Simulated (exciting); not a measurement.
Bi: single point with PBE

Crystal: Bi.

```
Bi
1.0
     2.26750    1.30914    3.93800
    -2.26750    1.30914    3.93800
     0.00000   -2.61828    3.93800
Bi
2
Direct
  0.76600 0.76600 0.76600
  0.23400 0.23400 0.23400
```

```yaml
Program: exciting (release sodium)
Task: single point
Functional: PBE
Potentials_or_basis: all-electron LAPW+lo, shipped species files, valence relativity iora*
rgkmax: 9
k_mesh: 7 × 7 × 7
Occupations: gaussian, width 0.1 eV
Spin: no spin polarisation
```

| Quantity | Value |
| --- | --- |
| Largest force | 0.197 eV/Å |
| Band gap on the k mesh | 0.27 eV, indirect (least direct gap 0.53 eV) |
| All electrons inside the program's atomic spheres | Bi 79.81 (radii Bi 2.3 bohr) |

Forces in eV/Å, atoms in the order of the input:
```
Bi   0.000  0.000 -0.197
Bi   0.000  0.000  0.197
```

Levels at points of the mesh, in eV from the valence-band top:
| k point | band 12 | band 13 | band 14 | band 15 | band 16 | band 17 | band 18 | band 19 |
| --- | --- | --- | --- | --- | --- | --- | --- | --- |
| (0.00, 0.00, 0.00) | -7.21 | -1.25 | -0.99 | -0.99 | 2.74 | 3.21 | 3.21 | 5.91 |

Run time: 3.6 min on 1 thread of Arm Neoverse V1, on a shared host, peak memory 0.15 GiB.

Caveat: spin-orbit coupling is left out, which as a rule narrows the gap of such compounds by several tenths of an eV; an odd mesh through Γ misses points on the zone boundary, where band edges often lie.
